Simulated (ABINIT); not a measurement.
Here is an ABINIT 10.8.3 (patched build) calculation.

run.abi

```
# Pseudopotentials
pp_dirpath "./"
pseudos "Hf.LDA_PW-JTH.xml, C.LDA_PW-JTH.xml"

# Structure
acell 3*1.0
rprim
     0.0000000000     4.3936132398     4.3936132398
     4.3936132398     0.0000000000     4.3936132398
     4.3936132398     4.3936132398     0.0000000000
ntypat 2
znucl 72 6
natom 2
typat 1 2
xred
     0.5000000000     0.5000000000     0.5000000000
     0.0000000000     0.0000000000     0.0000000000

# Plane-wave basis
ecut 14.0
pawecutdg 28.0

# k points
kptopt 1
ngkpt 8 8 8
nshiftk 1
shiftk 0.0 0.0 0.0

# Exchange and correlation
ixc 7

# Bands and occupations
nband 12
occopt 3
tsmear 0.05 eV

# SCF cycle
nstep 100
tolvrs 1.0e-9

# Output
iomode 3
prtwf 0
prtden 0
prteig 0
prtebands 0
enunit 2
```

Potentials or basis: JTH PAW LDA v2.0.

Launch:

```console
$ abinit run.abi > log 2>&1
```

Problem. Predict the band gap on the k mesh.

Solution. None (metal or under the smearing width).

 The run has no spin-orbit coupling, so splittings on Hf are missing.
